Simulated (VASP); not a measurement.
A run of VASP 6.6.1 is set up as follows.

INCAR

```
PREC = Accurate
ENCUT = 520
EDIFF = 1E-7
ISMEAR = -1
SIGMA = 0.05
LREAL = False
LASPH = True
NELM = 100
ALGO = Normal
ISIF = 2
LWAVE = False
LCHARG = False
LDIPOL = True
IDIPOL = 3
DIPOL = 0.5 0.5 0.500
GGA = PE
NBANDS = 24
```

Contents of KPOINTS:

```
regular mesh
0
Gamma
  8 8 1
```

POSCAR

```
Y
1.0
    3.6514992371      0.0000000000      0.0000000000
   -1.8257496186      3.1622911012      0.0000000000
    0.0000000000      0.0000000000     20.7474000000
Y
3
Direct
    0.3333333333      0.6666666666      0.3614910784
    0.6666666667      0.3333333334      0.5000000000
    0.3333333333      0.6666666666      0.6385089216
```

Potentials or basis: VASP PAW PBE potentials, release 64 (Y_sv).

Run with:

```console
$ cat potpaw_PBE.64/Y_sv/POTCAR > POTCAR
$ mpirun -np 1 vasp_std > vasp.out
```

Predict the band gap on the k mesh.

none (metal or under the smearing width).

What does it give for the largest force?

0.203 eV/Å.

Forces on the atoms (eV/Å):
```
Y    0.000  0.000  0.203
Y    0.000  0.000  0.000
Y    0.000  0.000 -0.203
```
